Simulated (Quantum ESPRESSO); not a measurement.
# PbSe (Clausthalite) (Fm-3m) in Quantum ESPRESSO: notebook

One crystal, PbSe (Clausthalite), is run at these levels: PBE; tasks: single point.

Program: Quantum ESPRESSO 7.5. These are calculated values, not measurements. Logs are shortened: lines on timing, memory, paths and dates and some standing lists are left out, and cuts for length are marked.

**What was measured.**

From a printed reference work, monograph, for a bulk crystal of PbSe at 4.2 K: band gap 0.15 eV (direct).

The runs below are set against these values where they give the same quantity.

### 1 The structure

The structure is cubic, space group Fm-3m (No. 225). The conventional cell has a = 6.121 Å, b = 6.121 Å, c = 6.121 Å, α = 90.00°, β = 90.00°, γ = 90.00°. Around Pb (site symmetry m-3m) lie 6 Se at 3.06 Å. Se (site symmetry m-3m) is surrounded by 6 Pb at 3.06 Å.

### 2 Single point, PBE, non-collinear spin, zero start, spin-orbit coupling

The input, scf.in:

```
&CONTROL
  calculation = 'scf'
  prefix = 'pwscf'
  outdir = './tmp'
  pseudo_dir = './pseudo'
/
&SYSTEM
  ibrav = 0
  nat = 2
  ntyp = 2
  ecutwfc = 86
  nbnd = 44
  occupations = 'smearing'
  smearing = 'fd'
  degauss = 0.00367493
  noncolin = .true.
  lspinorb = .true.
  force_symmorphic = .true.
/
&ELECTRONS
  conv_thr = 4d-10
  electron_maxstep = 120
  mixing_beta = 0.5
/
ATOMIC_SPECIES
Pb   207.2000 Pb.upf
Se    78.9710 Se.upf
CELL_PARAMETERS angstrom
   0.0000000000    3.0606500000    3.0606500000
   3.0606500000    0.0000000000    3.0606500000
   3.0606500000    3.0606500000    0.0000000000
ATOMIC_POSITIONS crystal
Pb     0.0000000000    0.0000000000    0.0000000000
Se     0.5000000000    0.5000000000    0.5000000000
K_POINTS automatic
8 8 8 0 0 0
```

The input, nscf.in:

```
&CONTROL
  calculation = 'nscf'
  prefix = 'pwscf'
  outdir = './tmp'
  pseudo_dir = './pseudo'
/
&SYSTEM
  ibrav = 0
  nat = 2
  ntyp = 2
  ecutwfc = 86
  nbnd = 230
  occupations = 'fixed'
  noncolin = .true.
  lspinorb = .true.
  force_symmorphic = .true.
/
&ELECTRONS
  conv_thr = 1d-08
  diago_full_acc = .true.
  diago_thr_init = 1d-06
/
ATOMIC_SPECIES
Pb   207.2000 Pb.upf
Se    78.9710 Se.upf
CELL_PARAMETERS angstrom
   0.0000000000    3.0606500000    3.0606500000
   3.0606500000    0.0000000000    3.0606500000
   3.0606500000    3.0606500000    0.0000000000
ATOMIC_POSITIONS crystal
Pb     0.0000000000    0.0000000000    0.0000000000
Se     0.5000000000    0.5000000000    0.5000000000
K_POINTS automatic
4 4 4 0 0 0
```

Potentials or basis: PseudoDojo 0.4 FR PBE standard.

Launch:

```sh
$ OMP_NUM_THREADS=1 pw.x -in scf.in > scf.out
$ OMP_NUM_THREADS=1 pw.x -in nscf.in > nscf.out
```

scf.out:

```text
This program is part of the open-source Quantum ESPRESSO suite
     for quantum simulation of materials; please cite
[... 9 lines left out ...]
     --------------------
     sticks:   dense  smooth     PW     G-vecs:    dense   smooth      PW
     Sum        1585    1585    451                41655    41655    6423

     Using Slab Decomposition

     bravais-lattice index     =            0
     lattice parameter (alat)  =       8.1795  a.u.
     unit-cell volume          =     386.9614 (a.u.)^3
     number of atoms/cell      =            2
     number of atomic types    =            2
     number of electrons       =        30.00
     number of Kohn-Sham states=           44
     kinetic-energy cutoff     =      86.0000  Ry
     charge density cutoff     =     344.0000  Ry
     scf convergence threshold =      4.0E-10
     mixing beta               =       0.5000
     number of iterations used =            8  plain     mixing
     Exchange-correlation= PBE
                           (   1   4   3   4   0   0   0)
     Non magnetic calculation with spin-orbit

     celldm(1)=   8.179515  celldm(2)=   0.000000  celldm(3)=   0.000000
     celldm(4)=   0.000000  celldm(5)=   0.000000  celldm(6)=   0.000000

     crystal axes: (cart. coord. in units of alat)
               a(1) = (   0.000000   0.707107   0.707107 )
               a(2) = (   0.707107   0.000000   0.707107 )
               a(3) = (   0.707107   0.707107   0.000000 )

     reciprocal axes: (cart. coord. in units 2 pi/alat)
               b(1) = ( -0.707107  0.707107  0.707107 )
               b(2) = (  0.707107 -0.707107  0.707107 )
               b(3) = (  0.707107  0.707107 -0.707107 )

     PseudoPot. # 1 for Pb read from file:
     Pb.upf
     Pseudo is Norm-conserving + core correction, Zval = 14.0
     Generated using ONCVPSP code by D. R. Hamann
     Using radial grid of 1782 points, 10 beta functions with:
                l(1) =   0
                l(2) =   0
                l(3) =   1
                l(4) =   1
                l(5) =   1
                l(6) =   1
                l(7) =   2
                l(8) =   2
                l(9) =   2
               l(10) =   2

     PseudoPot. # 2 for Se read from file:
     Se.upf
     Pseudo is Norm-conserving + core correction, Zval = 16.0
     Generated using ONCVPSP code by D. R. Hamann
     Using radial grid of 1214 points, 10 beta functions with:
                l(1) =   0
                l(2) =   0
                l(3) =   1
                l(4) =   1
                l(5) =   1
                l(6) =   1
                l(7) =   2
                l(8) =   2
                l(9) =   2
               l(10) =   2

     atomic species   valence    mass     pseudopotential
     Pb               14.00   207.20000     Pb( 1.00)
     Se               16.00    78.97100     Se( 1.00)

     48 Sym. Ops., with inversion, found

   Cartesian axes

     site n.     atom                  positions (alat units)
         1        Pb     tau(   1) = (   0.0000000   0.0000000   0.0000000  )
         2        Se     tau(   2) = (   0.7071068   0.7071068   0.7071068  )

     number of k points=    29  Fermi-Dirac smearing, width (Ry)=  0.0037
                       cart. coord. in units 2pi/alat
        k(    1) = (   0.0000000   0.0000000   0.0000000), wk =   0.0019531
        k(    2) = (   0.0883883   0.0883883  -0.0883883), wk =   0.0156250
        k(    3) = (   0.1767767   0.1767767  -0.1767767), wk =   0.0156250
        k(    4) = (   0.2651650   0.2651650  -0.2651650), wk =   0.0156250
        k(    5) = (  -0.3535534  -0.3535534   0.3535534), wk =   0.0078125
        k(    6) = (   0.1767767   0.0000000   0.0000000), wk =   0.0117188
[... 21 lines left out ...]
        k(   28) = (  -0.7071068   0.1767767  -0.0000000), wk =   0.0234375
        k(   29) = (  -0.7071068   0.3535534   0.0000000), wk =   0.0117188

     Dense  grid:    41655 G-vectors     FFT dimensions: (  50,  50,  50)

     Initial potential from superposition of free atoms

     starting charge      29.9974, renormalised to      30.0000
     Starting wfcs are   36 randomized atomic wfcs +    8 random wfcs

     Self-consistent Calculation

     iteration #  1     ecut=    86.00 Ry     beta= 0.50
     Davidson diagonalization with overlap
     ethr =  1.00E-02,  avg # of iterations =  5.2

     Threshold (ethr) on eigenvalues was too large:
     Diagonalizing with lowered threshold

     Davidson diagonalization with overlap
     ethr =  2.20E-04,  avg # of iterations =  4.1

     total energy              =    -382.95422016 Ry
     estimated scf accuracy    <       0.06445412 Ry

     iteration #  2     ecut=    86.00 Ry     beta= 0.50
     Davidson diagonalization with overlap
     ethr =  2.15E-04,  avg # of iterations =  2.5

     total energy              =    -382.97076107 Ry
     estimated scf accuracy    <       0.00750059 Ry

     iteration #  3     ecut=    86.00 Ry     beta= 0.50
     Davidson diagonalization with overlap
     ethr =  2.50E-05,  avg # of iterations =  4.1

     total energy              =    -382.97231052 Ry
     estimated scf accuracy    <       0.00058352 Ry

     iteration #  4     ecut=    86.00 Ry     beta= 0.50
     Davidson diagonalization with overlap
     c_bands:  2 eigenvalues not converged
     ethr =  1.95E-06,  avg # of iterations =  6.4

     total energy              =    -382.97236460 Ry
     estimated scf accuracy    <       0.00002146 Ry

     iteration #  5     ecut=    86.00 Ry     beta= 0.50
     Davidson diagonalization with overlap
     ethr =  7.15E-08,  avg # of iterations =  2.2

     total energy              =    -382.97236845 Ry
     estimated scf accuracy    <       0.00000279 Ry

     iteration #  6     ecut=    86.00 Ry     beta= 0.50
     Davidson diagonalization with overlap
     ethr =  9.29E-09,  avg # of iterations =  2.0

     total energy              =    -382.97236897 Ry
     estimated scf accuracy    <       0.00000004 Ry
[... 5 lines left out ...]
     total energy              =    -382.97236896 Ry
     estimated scf accuracy    <       0.00000004 Ry

     iteration #  8     ecut=    86.00 Ry     beta= 0.50
     Davidson diagonalization with overlap
     ethr =  1.21E-10,  avg # of iterations =  2.0

     total energy              =    -382.97236897 Ry
     estimated scf accuracy    <          1.9E-09 Ry

     iteration #  9     ecut=    86.00 Ry     beta= 0.50
     Davidson diagonalization with overlap
     ethr =  6.22E-12,  avg # of iterations =  2.0

     End of self-consistent calculation

          k = 0.0000 0.0000 0.0000 (  5161 PWs)   bands (ev):

   -38.4239 -38.4239 -38.4239 -38.4239 -37.5302 -37.5302 -37.5302 -37.5302
   -37.5291 -37.5291  -8.7070  -8.7070  -8.7070  -8.7070  -6.1439  -6.1439
    -6.1418  -6.1418  -6.1418  -6.1418  -4.1460  -4.1460   3.2393   3.2393
     7.0931   7.0931   7.7629   7.7629   7.7629   7.7629  12.5467  12.5467
    14.9079  14.9079  14.9079  14.9079  15.9888  15.9888  15.9888  15.9888
    16.1262  16.1262  17.7848  17.9153

          k = 0.0884 0.0884-0.0884 (  5149 PWs)   bands (ev):

   -38.4239 -38.4239 -38.4239 -38.4239 -37.5302 -37.5302 -37.5302 -37.5302
   -37.5291 -37.5291  -8.7074  -8.7074  -8.7054  -8.7054  -6.1457  -6.1457
    -6.1406  -6.1406  -6.1397  -6.1397  -4.0306  -4.0306   2.8413   2.8413
     7.2182   7.2182   7.7940   7.7940   7.9727   7.9727  11.9962  11.9962
    13.7831  13.7831  14.1260  14.1260  15.8661  15.8661  16.3566  16.3566
    16.4266  16.4266  18.8622  18.8623
[... 147 lines left out ...]
   -38.4238 -38.4238 -38.4238 -38.4238 -37.5302 -37.5302 -37.5302 -37.5302
   -37.5291 -37.5291  -8.7177  -8.7177  -8.7000  -8.7000  -6.2317  -6.2317
    -6.1437  -6.1437  -6.1023  -6.1023  -2.7763  -2.7763   1.9069   1.9069
     4.8329   4.8329   6.1892   6.1892   6.6739   6.6739  13.2105  13.2105
    13.8292  13.8292  14.9506  14.9506  15.3547  15.3547  20.8371  20.8371
    21.0926  21.0926  21.3251  21.3251

          k = 0.0000-0.5303 0.5303 (  5218 PWs)   bands (ev):

   -38.4238 -38.4238 -38.4238 -38.4238 -37.5302 -37.5302 -37.5302 -37.5302
   -37.5291 -37.5291  -8.7151  -8.7151  -8.7003  -8.7003  -6.2178  -6.2178
    -6.1423  -6.1423  -6.1090  -6.1090  -2.7353  -2.7353   1.5372   1.5372
     4.8346   4.8346   6.5929   6.5929   7.1498   7.1498  12.4670  12.4670
    13.5900  13.5900  14.8870  14.8870  15.4340  15.4340  19.6909  19.6909
    19.7901  19.7901  21.8830  21.8830

          k =-0.7071 0.0000 0.0000 (  5218 PWs)   bands (ev):

   -38.4238 -38.4238 -38.4238 -38.4238 -37.5302 -37.5302 -37.5302 -37.5302
   -37.5291 -37.5291  -8.7203  -8.7203  -8.6996  -8.6996  -6.2447  -6.2447
    -6.1445  -6.1445  -6.0971  -6.0971  -2.7103  -2.7103   2.2033   2.2033
     4.4285   4.4285   5.9490   5.9490   6.4366   6.4366  13.2177  13.2177
    14.0344  14.0344  15.6561  15.6561  15.7012  15.7012  20.8386  20.8387
    21.1658  21.1658  22.1602  22.1603

          k = 0.3536 0.1768 0.0000 (  5220 PWs)   bands (ev):

   -38.4238 -38.4238 -38.4238 -38.4238 -37.5302 -37.5302 -37.5302 -37.5302
   -37.5291 -37.5291  -8.7091  -8.7091  -8.7021  -8.7021  -6.1715  -6.1715
    -6.1421  -6.1421  -6.1232  -6.1232  -3.4364  -3.4364   1.7975   1.7975
     6.4616   6.4616   7.4732   7.4732   8.2254   8.2254  11.1039  11.1039
    12.6095  12.6095  13.8296  13.8296  15.5003  15.5003  18.4046  18.4046
    19.0794  19.0794  19.5886  19.5886

          k =-0.2652-0.4419 0.6187 (  5209 PWs)   bands (ev):
[... 28 lines left out ...]
   -38.4238 -38.4238 -38.4238 -38.4238 -37.5302 -37.5302 -37.5302 -37.5302
   -37.5291 -37.5291  -8.7142  -8.7142  -8.7005  -8.7005  -6.2131  -6.2131
    -6.1402  -6.1402  -6.1127  -6.1127  -2.7640  -2.7640   1.4800   1.4800
     5.1866   5.1866   5.8623   5.8623   8.0932   8.0932  11.6354  11.6354
    13.8671  13.8671  14.5334  14.5334  16.0896  16.0896  18.3649  18.3649
    21.1628  21.1628  21.4772  21.4772

          k = 0.0000-0.3536 0.5303 (  5226 PWs)   bands (ev):

   -38.4238 -38.4238 -38.4238 -38.4238 -37.5302 -37.5302 -37.5302 -37.5302
   -37.5291 -37.5291  -8.7123  -8.7123  -8.7007  -8.7007  -6.2010  -6.2010
    -6.1394  -6.1394  -6.1175  -6.1175  -2.8297  -2.8297   1.3377   1.3377
     5.3636   5.3636   6.1996   6.1996   8.6055   8.6055  10.9302  10.9302
    13.4531  13.4531  14.3280  14.3280  17.0753  17.0753  17.4977  17.4977
    20.1792  20.1792  20.9185  20.9185

          k =-0.7071 0.1768-0.0000 (  5220 PWs)   bands (ev):

   -38.4238 -38.4238 -38.4238 -38.4238 -37.5302 -37.5302 -37.5302 -37.5302
   -37.5291 -37.5291  -8.7176  -8.7176  -8.7000  -8.7000  -6.2319  -6.2319
    -6.1426  -6.1426  -6.1040  -6.1040  -2.7034  -2.7034   1.8484   1.8484
     4.6307   4.6307   5.8306   5.8306   7.2302   7.2302  12.8950  12.8950
    13.7013  13.7013  15.0969  15.0969  15.7688  15.7688  19.6537  19.6537
    21.1181  21.1181  22.1899  22.1899

          k =-0.7071 0.3536 0.0000 (  5220 PWs)   bands (ev):

   -38.4238 -38.4238 -38.4238 -38.4238 -37.5302 -37.5302 -37.5302 -37.5302
   -37.5291 -37.5291  -8.7148  -8.7148  -8.7006  -8.7006  -6.2183  -6.2183
    -6.1375  -6.1375  -6.1146  -6.1146  -2.6962  -2.6962   1.5647   1.5647
     5.0700   5.0700   5.3014   5.3014   8.6591   8.6591  11.1501  11.1501
    14.3408  14.3408  14.5098  14.5098  16.8920  16.8920  17.5569  17.5569
    21.3527  21.3527  22.2038  22.2042

     the Fermi energy is     9.3996 ev

!    total energy              =    -382.97236897 Ry
     estimated scf accuracy    <          1.3E-10 Ry
     smearing contrib. (-TS)   =      -0.00004387 Ry
     internal energy E=F+TS    =    -382.97232510 Ry

     The total energy is F=E-TS. E is the sum of the following terms:
     one-electron contribution =    -173.34354605 Ry
     hartree contribution      =      99.89752845 Ry
     xc contribution           =     -88.16990683 Ry
     ewald contribution        =    -221.35640068 Ry

     convergence has been achieved in   9 iterations

=------------------------------------------------------------------------------=
   JOB DONE.
=------------------------------------------------------------------------------=
```

It took 9.1 min on 1 thread of Arm Neoverse V1, shared host; peak memory 0.35 GiB.

Results:

```
Band gap on the k mesh, mean-field level : 0.20 eV, direct
```

Caveat: the k mesh is coarse (spacing up to 0.44 Å⁻¹), so the values aren't converged.

(Continued in part 2 of 2.)
